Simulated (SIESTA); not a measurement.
The system is Mg.

```
CELL_PARAMETERS angstrom
3.17683 0.00000 0.00000
-1.58841 2.75121 0.00000
0.00000 0.00000 10.31886
ATOMIC_POSITIONS crystal
Mg 0.66667 0.33333 0.75000
Mg 0.00000 0.00000 0.50000
Mg 0.33333 0.66667 0.25000
Mg 0.00000 0.00000 0.00000
```

Base run:

| Item | Value |
| --- | --- |
| Program | SIESTA 5.4.2 |
| Functional | PBEsol |
| Potentials or basis | PseudoDojo 0.4 standard (PBEsol files) |
| Basis | DZP (energy shift 0.003 Ry; two zetas on semicore shells) |
| Grid cutoff | 800 Ry |
| Energy shift | 0.003 Ry |
| k mesh | 10 × 10 × 3 |
| Occupations | fermi-dirac, width 0.05 eV |
| Spin | no spin polarisation |

Its results: band gap on the k mesh none (metal or under the smearing width); pressure 1.8 GPa.

Task: The run is repeated on the same cell with these changes: functional from PBEsol to PBE; potentials or basis from PseudoDojo 0.4 standard (PBEsol files) to PseudoDojo 0.4 standard (PBE files). What comes out?

Result: Band gap on the k mesh none (metal or under the smearing width); pressure 2.6 GPa.

Caveats: the basis of atomic orbitals isn't converged, which shifts pressures, moduli and gaps.
